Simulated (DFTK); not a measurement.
The system is InAs.

```
CELL_PARAMETERS angstrom
0.00000 3.01800 3.01800
3.01800 0.00000 3.01800
3.01800 3.01800 0.00000
ATOMIC_POSITIONS crystal
In 0.00000 0.00000 0.00000
As 0.75000 0.75000 0.75000
```

Base run:

```yaml
Program: DFTK 0.8.2
Functional: LDA
Potentials_or_basis: cp2k.nc.sr.lda.v0_1.largecore.gth (LDA, GTH, large core)
Cutoff: 735 eV
k_mesh: 8 × 8 × 8
Occupations: fermi-dirac, width 0.05 eV
Spin: no spin polarisation
```

Its results: band gap on the k mesh none (metal or under the smearing width); pressure -3.2 GPa.

Q: After a change of settings the same cell gave: band gap on the k mesh none (metal or under the smearing width); pressure 1.6 GPa. Which change was it?
A. functional from LDA to PBEsol; potentials or basis from cp2k.nc.sr.lda.v0_1.largecore.gth (LDA, GTH, large core) to dojo.nc.sr.pbesol.v0_4_1.standard.upf (PBEsol); cutoff from 735 eV to 1143 eV; valence electrons from 8 to 28
B. functional from LDA to TASK; potentials or basis from cp2k.nc.sr.lda.v0_1.largecore.gth (LDA, GTH, large core) to cp2k.nc.sr.pbe.v0_1.largecore.gth (PBE, GTH, large core); cutoff from 735 eV to 707 eV
C. functional from LDA to PBE; potentials or basis from cp2k.nc.sr.lda.v0_1.largecore.gth (LDA, GTH, large core) to dojo.nc.sr.pbe.v0_4_1.standard.upf (PBE); cutoff from 735 eV to 1143 eV; valence electrons from 8 to 28

A: A.

Caveats: this crystal is a semiconductor, whose small gap the functional closes, so the metal is an error of the method; GTH potentials come without recommended cutoffs, and this one wasn't checked for convergence (some runs); this set keeps more shells in the core, which shifts pressures and gaps (some runs).

Not every run made on this cell is shown here.
